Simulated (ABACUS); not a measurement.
LiF (Griceite):

```
CELL_PARAMETERS angstrom
0.00000 2.01400 2.01400
2.01400 0.00000 2.01400
2.01400 2.01400 0.00000
ATOMIC_POSITIONS crystal
F 0.50000 0.50000 0.50000
Li 0.00000 0.00000 0.00000
```

Base run:

| Item | Value |
| --- | --- |
| Program | ABACUS 3.10.1 |
| Functional | WC |
| Potentials or basis | GBRV ultrasoft 1.5 PBE |
| Cutoff | 544 eV |
| Density cutoff | 4354 eV |
| Basis | plane waves |
| k mesh | 9 × 9 × 9 |
| Occupations | fermi-dirac, width 0.05 eV |
| Spin | no spin polarisation |

Its results: band gap on the k mesh 8.87 eV, direct; pressure -1.0 GPa.

Task: The run is repeated on the same cell with these changes: functional from WC to AM05; potentials or basis from GBRV ultrasoft 1.5 PBE to PseudoDojo NC SR 0.5 PBE stringent; cutoff from 544 eV to 1320 eV; density cutoff from 4354 eV to 5279 eV. What comes out?

Result: Band gap on the k mesh 9.04 eV, direct; pressure 0.4 GPa.

Caveats: the potentials were made for another functional, which shifts forces and pressure; an odd mesh through Γ misses points on the zone boundary, where band edges often lie.
